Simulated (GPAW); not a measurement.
# A K chain with one Ag atom in line: transmission at several levels, part 2 of 2

Aim: T(E), conductance and thermopower of a K chain with one Ag atom in line, and what cheaper settings cost in accuracy.

GPAW 26.7.0; GPAW LCAO, PAW setups; Landauer transmission from Green's functions with principal layers (ASE), zero bias.

So far, transmission at the Fermi level (one spin): step 2 (GPAW, dzp, PBE, GPAW) 0.377; step 3 (basis szp(dzp), PBE, GPAW) 0.403; step 4 (basis sz(dzp), PBE, GPAW) 0.437; step 5 (revPBE) 0.339.

### 8. Grid spacing 0.16: h = 0.16

The real-space grid carries density and potential; a coarse one breaks translation symmetry along the lead and scatters electrons that should pass.

This step: GPAW LCAO, PAW setups; Landauer transmission from Green's functions with principal layers (ASE), zero bias (GPAW 26.7.0).

run.py

```python
import json
import numpy as np
from ase import Atoms
from ase.transport.calculators import TransportCalculator
from gpaw import GPAW, FermiDirac
from gpaw.lcao.tools import get_lcao_hamiltonian
from scipy.linalg import eigh

# The junction with lead layers at both ends, along the third cell vector
device = Atoms(
    ['K', 'K', 'K', 'K', 'K', 'Ag', 'K', 'K', 'K', 'K', 'K'],
    positions=[
        [4.50000, 4.50000, 2.05000],
        [4.50000, 4.50000, 6.15000],
        [4.50000, 4.50000, 10.25000],
        [4.50000, 4.50000, 14.35000],
        [4.50000, 4.50000, 18.45000],
        [4.50000, 4.50000, 21.73010],
        [4.50000, 4.50000, 25.01020],
        [4.50000, 4.50000, 29.11020],
        [4.50000, 4.50000, 33.21020],
        [4.50000, 4.50000, 37.31020],
        [4.50000, 4.50000, 41.41020]],
    cell=[[9.0, 0.0, 0.0], [0.0, 9.0, 0.0], [0.0, 0.0, 43.4602]],
    pbc=True)

# One principal layer of the lead: the first 3 atoms of the device
lead = Atoms(
    ['K', 'K', 'K'],
    positions=[
        [4.50000, 4.50000, 2.05000],
        [4.50000, 4.50000, 6.15000],
        [4.50000, 4.50000, 10.25000]],
    cell=[[9.0, 0.0, 0.0], [0.0, 9.0, 0.0], [0.0, 0.0, 12.3]],
    pbc=True)

settings = dict(mode='lcao', basis='dzp', xc='PBE', h=0.16,
                occupations=FermiDirac(0.1), maxiter=250,
                mixer=dict(beta=0.1, nmaxold=8, weight=100.0),
                convergence=dict(density=0.0001))
energies = np.arange(-2, 2 + 1e-9, 0.05)
eta = 0.0001
n1, n2 = 1, 1
# k and -k transmit alike, so half of the mesh across the current serves
mesh = [(i, j) for i in range(n1) for j in range(n2) if (i, j) <= (-i % n1, -j % n2)]
weights = np.array([1 if (i, j) == (-i % n1, -j % n2) else 2 for i, j in mesh]) / (n1 * n2)

# [... helper functions left out ...]
fermi_lead = ground_state(lead, (1, 1, 9), 'lead.txt')
fermi_device = ground_state(device, (1, 1, 2), 'device.txt')
# [... loop over the mesh left out, but for ...]
        # Shift the lead onto the potential of the device's first layer
        shift = ((H[:, 0, 0] - H0[:, 0, 0]) / S0[0, 0]).real.mean()
# [...]
kT = 8.617333e-5 * 200
bias = [0.1, 0.2, 0.5, 1.0, 1.5, 2.0]
# [... integrals and printing left out ...]
```

The run is started by

```
$ OMP_NUM_THREADS=1 OPENBLAS_NUM_THREADS=1 python run.py
```

The program printed:

```text
basis functions: device 217, principal layer 57
Fermi level: lead -1.7159 eV, device -1.7496 eV; lead shifted by -0.0046 eV
largest coupling past the next layer 3.36e-07 eV, largest misfit of the first layer 0.039 eV
  E-E_F (eV)   T (one spin)  channels
    -2.000    2.6821e-13    0.0000
    -1.950    2.6193e-13    0.0000
    -1.900    2.5573e-13    0.0000
    -1.850    2.4960e-13    0.0000
    -1.800    2.4353e-13    0.0000
    -1.750    2.3751e-13    0.0000
    -1.700    2.3151e-13    0.0000
    -1.650    2.2553e-13    0.0000
    -1.600    2.1955e-13    0.0000
    -1.550    2.1353e-13    0.0000
    -1.500    2.0746e-13    0.0000
    -1.450    2.0132e-13    0.0000
    -1.400    1.9517e-13    0.0000
    -1.350    1.8925e-13    0.0000
    -1.300    1.8456e-13    0.0000
    -1.250    1.8542e-13    0.0000
[...]
1.650    9.4865e-02    2.0000
     1.700    1.9586e-01    2.0000
     1.750    3.1242e-01    2.0000
     1.800    4.7683e-01    2.0000
     1.850    6.9573e-01    2.0000
     1.900    9.4140e-01    2.0000
     1.950    1.1764e+00    2.0000
     2.000    1.3840e+00    2.0000
conductance at 200 K: 0.37683 G0 a cell; thermopower 0.308 uV/K
current from the zero-bias T(E) at 0.1 V: 2.9164 uA
current from the zero-bias T(E) at 0.2 V: 5.8127 uA
current from the zero-bias T(E) at 0.5 V: 14.176 uA
current from the zero-bias T(E) at 1.0 V: 26.304 uA
current from the zero-bias T(E) at 1.5 V: 34.992 uA
current from the zero-bias T(E) at 2.0 V: 43.471 uA
```

The job ended after 2.4 min (1 thread of Arm Neoverse V2, shared host; peak memory 2.8 GiB).

This step gave:

```
conductance                                 : 0.3768 G₀
largest misfit of the first principal layer : 0.03938 eV
shift that aligns the lead                  : -0.004578 eV
transmission at the Fermi level (one spin)  : 0.3775
```

One spin. Transmission, zone mean against energy, zero at the Fermi level:

```
energy (eV)  transmission, zone mean
      -2.00                        0
      -1.90                        0
      -1.80                        0
      -1.70                        0
      -1.55                        0
      -1.45                        0
      -1.35                        0
      -1.25                        0
      -1.15                        0
      -1.05                        0
      -0.90                        0
      -0.80                        0
      -0.70                  4.2e-12
      -0.60                   0.0335
      -0.50                    0.171
      -0.40                    0.243
      -0.25                    0.325
      -0.15                    0.364
      -0.05                    0.378
       0.00                    0.378
       0.05                    0.375
       0.15                    0.368
       0.25                    0.365
       0.40                    0.374
       0.50                    0.386
       0.60                    0.401
       0.70                    0.417
       0.80                    0.431
       0.90                    0.442
       1.00                    0.446
       1.05                    0.446
       1.15                    0.438
       1.25                    0.416
       1.35                    0.368
       1.45                    0.266
       1.55                   0.0236
       1.70                    0.196
       1.80                    0.477
       1.90                    0.941
       2.00                     1.38
```

Crossings of the lead's bands, unfolded to its shortest repeat. Table of open channels, zone mean by energy, zero at the Fermi level:

energy (eV), open channels, zone mean and a bar:
```
    -2.00       0.00 
    -1.85       0.00 
    -1.70       0.00 
    -1.60       0.00 
    -1.45       0.00 
    -1.30       0.00 
    -1.15       0.00 
    -1.05       0.00 
    -0.90       0.00 
    -0.75       0.00 
    -0.60       1.00 ###############
    -0.50       1.00 ###############
    -0.35       1.00 ###############
    -0.20       1.00 ###############
    -0.05       1.00 ###############
     0.00       1.00 ###############
     0.05       1.00 ###############
     0.20       1.00 ###############
     0.35       1.00 ###############
     0.50       1.00 ###############
     0.60       1.00 ###############
     0.75       1.00 ###############
     0.90       1.00 ###############
     1.05       1.00 ###############
     1.15       1.00 ###############
     1.30       1.00 ###############
     1.45       1.00 ###############
     1.60       2.00 ##############################
     1.70       2.00 ##############################
     1.85       2.00 ##############################
     2.00       2.00 ##############################
```

Not self-consistent under bias; the bias window is split evenly. The current through one cell, from the zero-bias transmission by bias:

```csv
bias (V),"current through one cell, from the zero-bias transmission (μA)"
0.100,2.92
0.200,5.81
0.500,14.2
1.000,26.3
1.500,35.0
2.000,43.5
```

Transmission of the three most open eigenchannels against energy, zero at the Fermi level:

| energy (eV) | channel 1 | channel 2 | channel 3 |
| --- | --- | --- | --- |
| -2.00 | 0 | 0 | 0 |
| -1.90 | 0 | 0 | 0 |
| -1.80 | 0 | 0 | 0 |
| -1.70 | 0 | 0 | 0 |
| -1.55 | 0 | 0 | 0 |
| -1.45 | 0 | 0 | 0 |
| -1.35 | 0 | 0 | 0 |
| -1.25 | 0 | 0 | 0 |
| -1.15 | 0 | 0 | 0 |
| -1.05 | 0 | 0 | 0 |
| -0.90 | 0 | 0 | 0 |
| -0.80 | 0 | 0 | 0 |
| -0.70 | 3.8e-12 | 0 | 0 |
| -0.60 | 0.0335 | 0 | 0 |
| -0.50 | 0.171 | 0 | 0 |
| -0.40 | 0.243 | 0 | 0 |
| -0.25 | 0.325 | 0 | 0 |
| -0.15 | 0.364 | 0 | 0 |
| -0.05 | 0.378 | 0 | 0 |
| 0.00 | 0.378 | 0 | 0 |
| 0.05 | 0.375 | 0 | 0 |
| 0.15 | 0.368 | 0 | 0 |
| 0.25 | 0.365 | 0 | 0 |
| 0.40 | 0.374 | 0 | 0 |
| 0.50 | 0.386 | 0 | 0 |
| 0.60 | 0.401 | 0 | 0 |
| 0.70 | 0.417 | 0 | 0 |
| 0.80 | 0.431 | 0 | 0 |
| 0.90 | 0.442 | 0 | 0 |
| 1.05 | 0.446 | 0 | 0 |
| 1.15 | 0.438 | 0 | 0 |
| 1.25 | 0.416 | 0 | 0 |
| 1.35 | 0.368 | 0 | 0 |
| 1.45 | 0.266 | 0 | 0 |
| 1.55 | 0.0236 | 1.6e-11 | 1.6e-11 |
| 1.70 | 0.0979 | 0.0979 | 1.6e-7 |
| 1.80 | 0.238 | 0.238 | 1.2e-7 |
| 1.90 | 0.471 | 0.471 | 4.4e-8 |
| 2.00 | 0.692 | 0.692 | 1.8e-4 |

The conductance equals that of the dzp run to 0.2 %.

### 9. Density threshold 0.001: conv = 0.001

The Hamiltonian is taken from the last density. The density threshold is one of the tests that end the cycle; the energy must settle too, so a loose value may not be the test that decides.

run.py, as its differences from that of step 8:

```diff
@@ -36,6 +36,6 @@
 
-settings = dict(mode='lcao', basis='dzp', xc='PBE', h=0.16,
+settings = dict(mode='lcao', basis='dzp', xc='PBE', h=0.2,
                 occupations=FermiDirac(0.1), maxiter=250,
                 mixer=dict(beta=0.1, nmaxold=8, weight=100.0),
-                convergence=dict(density=0.0001))
+                convergence=dict(density=0.001))
 energies = np.arange(-2, 2 + 1e-9, 0.05)
```

The program printed:

```text
basis functions: device 217, principal layer 57
Fermi level: lead -1.7168 eV, device -1.7515 eV; lead shifted by -0.0104 eV
largest coupling past the next layer 3.36e-07 eV, largest misfit of the first layer 0.031 eV
  E-E_F (eV)   T (one spin)  [channel counts left out]
    -2.000    2.7244e-13
    -1.950    2.6605e-13
    -1.900    2.5974e-13
    -1.850    2.5349e-13
    -1.800    2.4731e-13
    -1.750    2.4119e-13
    -1.700    2.3509e-13
    -1.650    2.2902e-13
    -1.600    2.2294e-13
    -1.550    2.1684e-13
    -1.500    2.1069e-13
    -1.450    2.0448e-13
    -1.400    1.9824e-13
    -1.350    1.9215e-13
    -1.300    1.8696e-13
    -1.250    1.8569e-13
[...]
1.650    7.3991e-02
     1.700    1.7182e-01
     1.750    2.8796e-01
     1.800    4.4206e-01
     1.850    6.4274e-01
     1.900    8.7132e-01
     1.950    1.0988e+00
     2.000    1.4808e+00
conductance at 200 K: 0.37417 G0 a cell; thermopower 0.2018 uV/K
current from the zero-bias T(E) at 0.1 V: 2.8958 uA
current from the zero-bias T(E) at 0.2 V: 5.7716 uA
current from the zero-bias T(E) at 0.5 V: 14.081 uA
current from the zero-bias T(E) at 1.0 V: 26.123 uA
current from the zero-bias T(E) at 1.5 V: 34.68 uA
current from the zero-bias T(E) at 2.0 V: 43.127 uA
```

It took 61 s on 1 thread; peak memory 1.5 GiB.

Numbers from this step:

```
conductance                                 : 0.3742 G₀
largest misfit of the first principal layer : 0.03093 eV
shift that aligns the lead                  : -0.01043 eV
transmission at the Fermi level (one spin)  : 0.3749
```

One spin. Transmission, zone mean against energy, zero at the Fermi level:

```csv
energy (eV),"transmission, zone mean"
-2.00,0
-1.85,0
-1.70,0
-1.60,0
-1.45,0
-1.30,0
-1.15,0
-1.05,1.1e-12
-0.90,0
-0.75,0
-0.60,0.0298
-0.50,0.162
-0.35,0.272
-0.20,0.344
-0.05,0.375
0.00,0.375
0.05,0.373
0.20,0.364
0.35,0.367
0.50,0.383
0.60,0.398
0.75,0.422
0.90,0.440
1.00,0.446
1.05,0.446
1.15,0.438
1.30,0.395
1.45,0.258
1.60,0.0101
1.70,0.172
1.85,0.643
2.00,1.48
```

Not self-consistent under bias; the bias window is split evenly. The current through one cell, from the zero-bias transmission by bias:

| bias (V) | current through one cell, from the zero-bias transmission (μA) |
| --- | --- |
| 0.100 | 2.90 |
| 0.200 | 5.77 |
| 0.500 | 14.1 |
| 1.000 | 26.1 |
| 1.500 | 34.7 |
| 2.000 | 43.1 |

Transmission of the three most open eigenchannels against energy, zero at the Fermi level:

| energy (eV) | channel 1 | channel 2 | channel 3 |
| --- | --- | --- | --- |
| -0.800 | 0 | 0 | 0 |
| -0.600 | 0.0298 | 0 | 0 |
| -0.400 | 0.243 | 0 | 0 |
| -0.200 | 0.344 | 0 | 0 |
| 0.000 | 0.375 | 0 | 0 |
| 0.200 | 0.364 | 0 | 0 |
| 0.400 | 0.371 | 0 | 0 |
| 0.600 | 0.398 | 0 | 0 |
| 0.800 | 0.429 | 0 | 0 |
| 1.000 | 0.446 | 0 | 0 |
| 1.200 | 0.429 | 0 | 0 |
| 1.400 | 0.322 | 0 | 0 |
| 1.600 | 0.00506 | 0.00506 | 8.0e-8 |
| 1.800 | 0.221 | 0.221 | 1.4e-7 |
| 2.000 | 0.654 | 0.654 | 0.172 |

The conductance, 0.374 G₀, lies 0.7 % below that of the dzp run.

### 10. Outcome

| Item | Value |
| --- | --- |
| conductance | 0.377 G₀ |
| transmission at the Fermi level, mean of the spins | 0.377 |
| thermopower | about 0 (under 1.5 μV/K) |
| open channels of the lead there | 1 |

What this shows: In the dzp basis the junction conducts 0.377 G₀ at 200 K, with T = 0.377 a spin at the Fermi level; the szp basis reaches that conductance within 10 %. The scatterer reflects about 62 % of the incoming channels at the Fermi level. At the Fermi level one eigenchannel carries the current (0.38). Measured against the first run (dzp), the nearest curve is that of szp (r.m.s. 0.022) and the farthest that of dzp-revPBE (0.056). Over the compared runs wall time goes from 43 s (sz) to 80 s (dzp-revPBE), on a shared host. The geometry was built from estimated bond lengths and not relaxed, so the numbers describe this model structure. The run had no spin polarisation, so a magnetic state, which chains and small molecules with open shells often have, wasn't tested. An evenly spaced straight chain is an idealisation: free chains tend to dimerise, zigzag or, where a band edge lies near the Fermi level, turn magnetic. The currents use the zero-bias T(E) throughout, which holds only while the bias is small against the distance to the nearest feature. The energy step is wider than the thermal energy, so the conductance and thermopower rest on interpolation of T(E).

[Logs are printed without paths, hosts, clocks, repeated set-up lines and the standing remarks that a program may print on its own settings, such as how far it seeks lower states.]

[Hosts, paths, dates, database ids (printed as entryN), source tags and the programs' standing remarks are cut or masked in the printed files.]
